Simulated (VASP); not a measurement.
# HfS2 (P-3m1) in VASP: further runs

One crystal, HfS2, is run at these levels: PBE+D3(BJ), optB88-vdW; tasks: relaxation of cell and atoms.

All numbers are computed with VASP 6.6.1; they aren't measurements. Logs are shortened: lines on timing, memory, paths and dates and some standing lists are left out, and cuts for length are marked.

## (1) The crystal as given

Symmetry: P-3m1, No. 164, trigonal system. Conventional cell: a = 3.640 Å, b = 3.640 Å, c = 6.056 Å, α = 90.00°, β = 90.00°, γ = 120.00°. Hf (site symmetry -3m) has 6 S at 2.54 Å as nearest neighbours. S (site symmetry 3m) is surrounded by 3 Hf at 2.54 Å.

The cell is a database's computed one.

## (2) Relaxation of cell and atoms, PBE+D3(BJ), target pressure 2 GPa, at which the enthalpy is minimised

INCAR reads:

```
SYSTEM = HfS2
PREC = Accurate
ENCUT = 400
EDIFF = 1E-7
ISMEAR = 0
SIGMA = 0.02
LREAL = .FALSE.
LASPH = .TRUE.
NELM = 60
ALGO = Fast
ISIF = 3
LWAVE = .FALSE.
LCHARG = .FALSE.
GGA = PE
IVDW = 12
IBRION = 2
NSW = 60
EDIFFG = -0.003
PSTRESS = 20
```

KPOINTS reads:

```
regular mesh
0
G
  12 12 6
  0 0 0
```

POSCAR reads:

```
HfS2
1.0
    3.6396641800      0.0000000000      0.0000000000
   -1.8198320900      3.1520416411      0.0000000000
    0.0000000000      0.0000000000      6.0555624700
Hf S
1 2
Direct
    0.0000000000      0.0000000000      0.0000000000
    0.6666666700      0.3333333300      0.7639520500
    0.3333333300      0.6666666700      0.2360479500
```

Potentials or basis: VASP PAW PBE potentials, release 64 (Hf_pv, S).

The run is started by

```
cat potpaw_PBE.64/Hf_pv/POTCAR potpaw_PBE.64/S/POTCAR > POTCAR
mpirun -np 1 vasp_std > vasp.out
```

OUTCAR:

```text
SYSTEM = HfS2
   PREC = Accurate
   ENCUT = 400
   EDIFF = 1E-7
   ISMEAR = 0
   LREAL = .FALSE.
   LASPH = .TRUE.
   NELM = 60
   ISIF = 3
   GGA = PE
   IVDW = 12
   IBRION = 2
   NSW = 60
   EDIFFG = -0.003
   PSTRESS = 20
 IVDW          = 12

 ion  position               nearest neighbor table
   1  0.000  0.000  0.000-   2 2.54   3 2.54   3 2.54   2 2.54   2 2.54   3 2.54
   2  0.667  0.333  0.764-   1 2.54   1 2.54   1 2.54
   3  0.333  0.667  0.236-   1 2.54   1 2.54   1 2.54

  LATTYP: Found a hexagonal cell.
 ALAT       =     3.6396641800
 C/A-ratio  =     1.6637695596

  Lattice vectors:

 A1 = (   3.6396641800,   0.0000000000,   0.0000000000)
 A2 = (  -1.8198320900,   3.1520416411,   0.0000000000)
 A3 = (   0.0000000000,   0.0000000000,   6.0555624700)

Analysis of symmetry for initial positions (statically):
=====================================================================
 Subroutine PRICEL returns:
 Original cell was already a primitive cell.

 Routine SETGRP: Setting up the symmetry group for a
 hexagonal supercell.

 Subroutine GETGRP returns: Found 12 space group operations
 (whereof 12 operations were pure point group operations)
 out of a pool of 24 trial point group operations.

The static configuration has the point symmetry D_3d.

Analysis of symmetry for dynamics (positions and initial velocities):
=====================================================================
 Subroutine PRICEL returns:
 Original cell was already a primitive cell.

 Routine SETGRP: Setting up the symmetry group for a
 hexagonal supercell.

 Subroutine GETGRP returns: Found 12 space group operations
 (whereof 12 operations were pure point group operations)
 out of a pool of 24 trial point group operations.

The dynamic configuration has the point symmetry D_3d.

 Subroutine INISYM returns: Found 12 space group operations
 (whereof 12 operations are pure point group operations),
 and found     1 'primitive' translations

----------------------------------------------------------------------------------------

                                     Primitive cell

  volume of cell :      69.4717

  direct lattice vectors                    reciprocal lattice vectors
     3.639664180  0.000000000  0.000000000     0.274750623  0.158627346  0.000000000
    -1.819832090  3.152041641  0.000000000     0.000000000  0.317254692  0.000000000
     0.000000000  0.000000000  6.055562470     0.000000000  0.000000000  0.165137426

  length of vectors
     3.639664180  3.639664180  6.055562470     0.317254692  0.317254692  0.165137426

  position of ions in fractional coordinates (direct lattice)
     0.000000000  0.000000000  0.000000000
     0.666666670  0.333333330  0.763952050
     0.333333330  0.666666670  0.236047950

  ion indices of the primitive-cell ions
   primitive index   ion index
                 1           1
                 2           2
                 3           3

----------------------------------------------------------------------------------------

 KPOINTS: regular mesh

Automatic generation of k-mesh.
 Grid dimensions read from file:
 generate k-points for:   12   12    6

 Generating k-lattice:

  Cartesian coordinates                     Fractional coordinates (reciprocal lattice)
     0.022895885  0.013218945  0.000000000     0.083333333  0.000000000  0.000000000
     0.000000000  0.026437891  0.000000000     0.000000000  0.083333333  0.000000000
     0.000000000  0.000000000  0.027522904     0.000000000  0.000000000  0.166666667

  Length of vectors
     0.026437891  0.026437891  0.027522904

  Shift w.r.t. Gamma in fractional coordinates (k-lattice)
     0.000000000  0.000000000  0.000000000

 Subroutine IBZKPT returns following result:
 ===========================================

 Found    100 irreducible k-points:

 Following reciprocal coordinates:
            Coordinates               Weight
  0.000000  0.000000  0.000000      1.000000
  0.083333 -0.000000  0.000000      6.000000
  0.166667 -0.000000  0.000000      6.000000
  0.250000  0.000000  0.000000      6.000000
  0.333333 -0.000000  0.000000      6.000000
  0.416667 -0.000000  0.000000      6.000000
[... 16 lines left out ...]
  0.166667 -0.000000  0.166667      6.000000
  0.000000  0.166667  0.166667      6.000000
 [... further k-points ...]
   k-points           NKPTS =    100   k-points in BZ     NKDIM =    100   number of bands    NBANDS=     15
   number of dos      NEDOS =    301   number of ions     NIONS =      3
   total plane-waves  NPLWV =  23040
   dimension x,y,z NGX =    24 NGY =   24 NGZ =   40
   dimension x,y,z NGXF=    48 NGYF=   48 NGZF=   80
   ions per type =               1   2
   NGX,Y,Z   is equivalent  to a cutoff of  10.96, 10.96, 10.98 a.u.
   NGXF,Y,Z  is equivalent  to a cutoff of  21.92, 21.92, 21.96 a.u.
 SYSTEM =  HfS2
   PREC   = accura    normal or accurate (medium, high low for compatibility)
   ISTART =      0    job   : 0-new  1-cont  2-samecut
   ICHARG =      2    charge: 1-file 2-atom 10-const
   ISPIN  =      1    spin polarized calculation?
   LNONCOLLINEAR =      F non collinear calculations
   LSORBIT =      F    spin-orbit coupling
   LASPH  =      T    aspherical Exc in radial PAW
   ENCUT  =  400.0 eV  29.40 Ry    5.42 a.u.   5.94  5.94  9.88*2*pi/ulx,y,z
   NELM   =     60;   NELMIN=  2; NELMDL= -5     # of ELM steps
   EDIFF  = 0.1E-06   stopping-criterion for ELM
   LREAL  =      F    real-space projection
   EDIFFG = -.3E-02   stopping-criterion for IOM
   NSW    =     60    number of steps for IOM
   IBRION =      2    ionic relax: 0-MD 1-quasi-New 2-CG
   NFREE  =      1    steps in history (QN), initial steepest desc. (CG)
   ISIF   =      3    stress and relaxation
   ISYM   =      2    0-nonsym 1-usesym 2-fastsym
   POTIM  = 0.5000    time-step for ionic-motion
   TEBEG  =    0.0;   TEEND  =   0.0 temperature during run
   PSTRESS=   20.0 pullay stress
   NELECT =      22.0000    total number of electrons
   NUPDOWN=      -1.0000    fix difference up-down
   EMIN   =  10.00;   EMAX   =-10.00  energy-range for DOS
   EFERMI =   0.00;   METHOD = LEGACY
   ISMEAR =     0;   SIGMA  =   0.02  broadening in eV -4-tet -1-fermi 0-gaus
   EFERMI_NEDOS =   21; number of points for ismear=-14 and -15
   IALGO  =     68    algorithm
   IMIX   =      4    mixing-type and parameters
     AMIX     =   0.40;   BMIX     =  1.00
     AMIX_MAG =   1.60;   BMIX_MAG =  1.00
  volume/ion in A,a.u.               =      23.16       156.27
  Fermi-wavevector in a.u.,A,eV,Ry     =   1.115869  2.108686 16.941474  1.245163
  Thomas-Fermi vector in A             =   2.252478
   LORBIT       =      0    0 simple, 1 ext, 2 COOP (PROOUT), +10 PAW based schemes
   GGA     = PE    functional components
   LHFCALC =     F    Hartree Fock is set to
   AEXX    =    0.0000 exact exchange contribution
   IVDW    =    12    specifies the selected vdW correction
   LEPSILON=     F    determine dielectric tensor
   LRPA    =     F    only Hartree local field effects (RPA)
 conjugate gradient relaxation of ions
 non-spin polarized calculation
 RMM-DIIS sequential band-by-band and
 Gauss-broadening in eV      SIGMA  =   0.02
  energy-cutoff  :      400.00
  volume of cell :       69.47
 maximum number of plane-waves:      1290
   NGX = 11   NGY = 11   NGZ = 19

--------------------------------------- Ionic step        1  -------------------------------------------

 number of electron      22.0000005 magnetization

 Free energy of the ion-electron system (eV)
  ---------------------------------------------------
  ext. energy  EPLUGINS =         0.00000000
  ---------------------------------------------------
  free energy    TOTEN  =       -22.90991096 eV

  energy without entropy =      -22.90991096  energy(sigma->0) =      -22.90991096

 E-fermi :   2.9491     XC(G=0):  -9.4168

 val. band max:        2.8524941415   @ k =   0.0833   0.0833   0.0000
 cond. band min:       4.0591894299   @ k =   0.5000   0.0000   0.5000
 fundamental gap:      1.2066952883
 Fermi energy:         2.9491097119

 k-point     1 :       0.0000    0.0000    0.0000
  band No.  band energies     occupation
      1     -27.8176      2.00000
      2     -27.7028      2.00000
      3     -27.7028      2.00000
      4     -10.1121      2.00000
      5      -8.4644      2.00000
      6      -1.6728      2.00000
      7       0.1283      2.00000
      8       0.1283      2.00000
      9       2.7979      2.00000
     10       2.8252      2.00000
     11       2.8252      2.00000
     12       4.9025      0.00000
[... 968 lines left out ...]
      1     -26.7368      2.00000
      2     -26.6862      2.00000
      3     -26.6367      2.00000
      4      -9.0746      2.00000
      5      -7.7578      2.00000
      6      -0.7181      2.00000
      7       0.8533      2.00000
      8       1.3178      2.00000
      9       2.0496      2.00000
     10       3.3262      2.00000
     11       3.6323      2.00000
     12       5.6588      0.00000
     13       6.6965      0.00000
     14       7.0824      0.00000
     15       8.9907      0.00000

 [... further k-points ...]

[... ionic steps 4 to 12 ...]

--------------------------------------- Ionic step       13  -------------------------------------------

 number of electron      21.9999999 magnetization

------------------------ aborting loop because EDIFF is reached ----------------------------------------

 Edisp (eV)   -1.08541

 E8    (eV) :    -0.4692
[... 75 lines left out ...]
  enthalpy is  TOTEN    =       -23.1030433769 eV   P V=        0.7682599786

--------------------------------------- Ionic step       15  -------------------------------------------

 number of electron      21.9999999 magnetization

 Free energy of the ion-electron system (eV)
  ---------------------------------------------------
  ext. energy  EPLUGINS =         0.00000000
  ---------------------------------------------------
  free energy    TOTEN  =       -22.78608546 eV

  energy without entropy =      -22.78608546  energy(sigma->0) =      -22.78608546

 E-fermi :   4.5548     XC(G=0): -10.1340

 val. band max:        4.4324514501   @ k =   0.0000   0.0000   0.0000
 cond. band min:       5.0444990302   @ k =   0.5000   0.0000   0.5000
 fundamental gap:      0.6120475801
 Fermi energy:         4.5548352960

 k-point     1 :       0.0000    0.0000    0.0000
  band No.  band energies     occupation
      1     -26.5149      2.00000
      2     -26.3884      2.00000
      3     -26.3884      2.00000
      4      -9.2747      2.00000
      5      -7.2559      2.00000
      6      -1.0972      2.00000
      7       1.3402      2.00000
      8       1.3402      2.00000
      9       4.1264      2.00000
     10       4.1264      2.00000
     11       4.4325      2.00000
     12       6.1568      0.00000
[... 451 lines left out ...]
  FREE ENERGIE OF THE ION-ELECTRON SYSTEM (eV)
  ---------------------------------------------------
  free  energy   TOTEN  =       -23.8713941181 eV

  energy  without entropy=      -23.8713941181  energy(sigma->0) =      -23.87139412

  enthalpy is  TOTEN    =       -23.1030456423 eV   P V=        0.7683484758

 reached required accuracy - stopping structural energy minimisation
```

It took 10 min on 1 thread of Intel Xeon Platinum 8259CL at 2.50GHz (Skylake/Cascade Lake), shared host; peak memory 0.23 GiB.

Results:

```
Free energy                                            : -23.8714 eV
Relaxed volume                                         : 20.52 Å³/atom
Relaxed cell                                           : a = 3.567 Å, b = 3.567 Å, c = 5.587 Å, α = 90.00°, β = 90.00°, γ = 120.00°
Space group after relaxing (to 0.05 Å)                 : P-3m1 (No. 164)
Energy change on relaxing (the enthalpy is what falls) : -4.9 meV/atom
Ionic steps                                            : 15
Pressure after relaxing                                : 2.0 GPa
Band gap on the k mesh                                 : 0.61 eV, indirect (least direct gap 1.64 eV)
Dispersion energy per atom                             : -0.362 eV
```

Step by step:
| step | energy change (eV) | largest force (eV/Å) | pressure (GPa) | volume (Å³) |
| --- | --- | --- | --- | --- |
| 1 | 0.0000 | 0.1668 | -1.07 | 69.47 |
| 2 | 0.0453 | 0.9057 | 5.37 | 65.10 |
| 3 | 0.0051 | 0.5663 | 2.27 | 66.99 |
| 4 | -0.0073 | 0.3898 | 2.15 | 66.03 |
| 5 | -0.0030 | 0.0020 | 1.83 | 64.02 |
| 6 | -0.0125 | 0.0058 | 1.88 | 63.01 |
| 7 | -0.0117 | 0.0361 | 2.17 | 61.49 |
| 8 | -0.0065 | 0.0544 | 2.31 | 61.00 |
| 9 | -0.0079 | 0.0500 | 2.28 | 61.11 |
| 10 | -0.0153 | 0.0552 | 1.69 | 61.63 |
| 11 | -0.0148 | 0.0549 | 1.74 | 61.59 |
| 12 | -0.0135 | 0.0679 | 2.32 | 61.49 |
| 13 | -0.0145 | 0.0011 | 2.01 | 61.55 |
| 14 | -0.0145 | 0.0035 | 2.01 | 61.54 |
| 15 | -0.0146 | 0.0020 | 1.99 | 61.55 |

Final structure:
```
CELL_PARAMETERS angstrom
3.56662 0.00000 0.00000
-1.78331 3.08878 0.00000
0.00000 0.00000 5.58722
ATOMIC_POSITIONS crystal
Hf 0.00000 0.00000 0.00000
S 0.66667 0.33333 0.73872
S 0.33333 0.66667 0.26128
```

Caveat: the cell is relaxed towards a set pressure, so the enthalpy falls and the energy may rise; spin-orbit coupling is left out, which moves the levels of the heavy elements.

## (3) Relaxation of cell and atoms, optB88-vdW, target pressure 8 GPa, at which the enthalpy is minimised

INCAR reads:

```
SYSTEM = HfS2
AGGAC = 0.0
ALGO = Normal
EDIFF = 1E-7
EDIFFG = -0.003
ENCUT = 400
GGA = BO
IBRION = 2
ISIF = 3
ISMEAR = 0
LASPH = .TRUE.
LCHARG = .FALSE.
LREAL = .FALSE.
LUSE_VDW = .TRUE.
LWAVE = .FALSE.
NELM = 60
NSW = 40
PARAM1 = 0.1833333333
PARAM2 = 0.22
PREC = Accurate
PSTRESS = 80
SIGMA = 0.02
```

KPOINTS reads:

```
k-points
0
G
  12 12 6
  0 0 0
```

POSCAR is that of step 2.

Potentials or basis: VASP PAW PBE potentials, release 64 (Hf_pv, S).

The run is started by

```
cat potpaw_PBE.64/Hf_pv/POTCAR potpaw_PBE.64/S/POTCAR > POTCAR
mpirun -np 1 vasp_std > vasp.out
```

Wall time 11 min (1 thread of Intel Xeon Platinum 8559C (Emerald Rapids), shared host); peak memory 0.38 GiB.

It converged, with:

- Free energy: -17.2543 eV
- Relaxed volume: 19.46 Å³/atom
- Relaxed cell: a = 3.529 Å, b = 3.529 Å, c = 5.413 Å, α = 90.00°, β = 90.00°, γ = 120.00°
- Space group after relaxing (to 0.05 Å): P-3m1 (No. 164)
- Energy change on relaxing (the enthalpy is what falls): +55.3 meV/atom
- Ionic steps: 19
- Pressure after relaxing: 8.0 GPa
- Band gap on the k mesh: 0.31 eV, indirect (least direct gap 1.41 eV)

Step by step:
| step | energy change (eV) | largest force (eV/Å) | pressure (GPa) | volume (Å³) |
| --- | --- | --- | --- | --- |
| 1 | 0.0000 | 0.2977 | 0.79 | 69.47 |
| 2 | 0.5487 | 2.4264 | 20.34 | 59.52 |
| 3 | 0.1201 | 1.1761 | 8.38 | 64.74 |
| 4 | 0.1038 | 0.8538 | 8.25 | 62.87 |
| 5 | 0.2570 | 0.2358 | 9.15 | 57.45 |
| 6 | 0.1961 | 0.0338 | 8.86 | 58.56 |
| 7 | 0.1385 | 0.2198 | 6.20 | 59.04 |
| 8 | 0.1402 | 0.1960 | 6.42 | 59.00 |
| 9 | 0.2505 | 0.3474 | 11.38 | 57.07 |
| 10 | 0.1677 | 0.0161 | 7.99 | 58.36 |
| 11 | 0.1684 | 0.0122 | 8.02 | 58.34 |
| 12 | 0.1690 | 0.0085 | 8.06 | 58.33 |
| 13 | 0.1658 | 0.0146 | 7.94 | 58.39 |
| 14 | 0.1667 | 0.0129 | 7.97 | 58.38 |
| 15 | 0.1661 | 0.0047 | 7.99 | 58.39 |
| 16 | 0.1659 | 0.0020 | 8.01 | 58.39 |
| 17 | 0.1655 | 0.0033 | 8.00 | 58.40 |
| 18 | 0.1657 | 0.0003 | 7.98 | 58.40 |
| 19 | 0.1658 | 0.0007 | 7.99 | 58.39 |

Final structure:
```
Hf S
1.0
     3.52932    0.00000    0.00000
    -1.76466    3.05648    0.00000
     0.00000    0.00000    5.41325
Hf S
1 2
Direct
  0.00000 0.00000 0.00000
  0.66667 0.33333 0.72893
  0.33333 0.66667 0.27107
```

Levels at points of the mesh, in eV from the valence-band top:
```tsv
k point	band 8	band 9	band 10	band 11	band 12	band 13	band 14	band 15
(0.00, 0.00, 0.00)	-3.34	-0.48	-0.48	0.00	1.51	1.51	1.93	4.55
(0.50, 0.00, 0.00)	-3.35	-2.97	-2.88	-2.07	0.44	3.79	3.98	5.86
(0.00, 0.00, 0.50)	-3.21	-2.94	-0.86	-0.86	1.39	1.39	2.31	5.57
(0.50, 0.00, 0.50)	-3.41	-3.05	-1.36	-1.09	0.31	3.76	4.02	5.03
```

Caveat: the cell is relaxed towards a set pressure, so the enthalpy falls and the energy may rise; the volume moved by over 15 % at a fixed basis, so the end points are rough; the PAW data sets were made with another functional, which shifts forces and pressure a little; spin-orbit coupling is left out, which moves the levels of the heavy elements. A k mesh can miss the band edges.

(Part 1 of 2 ends here.)
